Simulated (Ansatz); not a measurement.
# SrCl2: the cost of one run

Computed with Ansatz 0.2.0 (DFT PBE, scalar-relativistic, unless a step's input says otherwise).

## (1) The structure to begin with

The structure is cubic, space group Fm-3m (No. 225). Conventional cell: a = 6.971 Å, b = 6.971 Å, c = 6.971 Å, α = 90.00°, β = 90.00°, γ = 90.00°. Sr (site symmetry m-3m) has 8 Cl at 3.02 Å as nearest neighbours. Cl (site symmetry -43m) is surrounded by 4 Sr at 3.02 Å.

As a file:

```cif
data_structure
_symmetry_space_group_name_H-M 'P 1'
_symmetry_Int_Tables_number 1
_cell_length_a 4.9292
_cell_length_b 4.9292
_cell_length_c 4.9292
_cell_angle_alpha 60.000
_cell_angle_beta 60.000
_cell_angle_gamma 60.000
_cell_volume 84.69
loop_
_atom_site_label
_atom_site_type_symbol
_atom_site_fract_x
_atom_site_fract_y
_atom_site_fract_z
_atom_site_occupancy
Sr1 Sr 0.00000 0.00000 0.00000 1
Cl1 Cl 0.25000 0.25000 0.25000 1
Cl2 Cl 0.75000 0.75000 0.75000 1
```

Atoms are numbered in the order of the input: Sr1, Cl2, Cl3.

## (2) The deformed structure

Space group Fm-3m before, Immm after.

## (3) All-electron LAPW

File input.yaml:

```yaml
crystal:
  lattice:
    - [0.034855, 3.4855, 3.4855]
    - [3.4855, 0.034855, 3.4855]
    - [3.520355, 3.520355, 0.0]
  atoms:
    - { symbol: Sr, position: [0.0, 0.0, 0.0] }
    - { symbol: Cl, position: [0.25, 0.25, 0.25] }
    - { symbol: Cl, position: [0.75, 0.75, 0.75] }
kpoints:
  mp_grid: { grid: [8, 8, 8] }
scf:
  occupations: { method: fermi_dirac, width: 0.01 }
hamiltonian:
  xc: pbe
  pseudopotentials: { kind: all_electron, lapw: { basis_error: 0.001 } }
output:
  forces: true
  stress: true
  eigenvalues: true
```

The run is started by

```console
$ ansatz run input.yaml --threads 1 --pin off --max-ram 4096MiB --backend cpu --events-out ev --progress --plain --runs-dir out
```

What time and memory should one allow on 1 thread of Intel Xeon at 2.70GHz, shared host?

About 33 s, with a peak of 0.5 GiB.
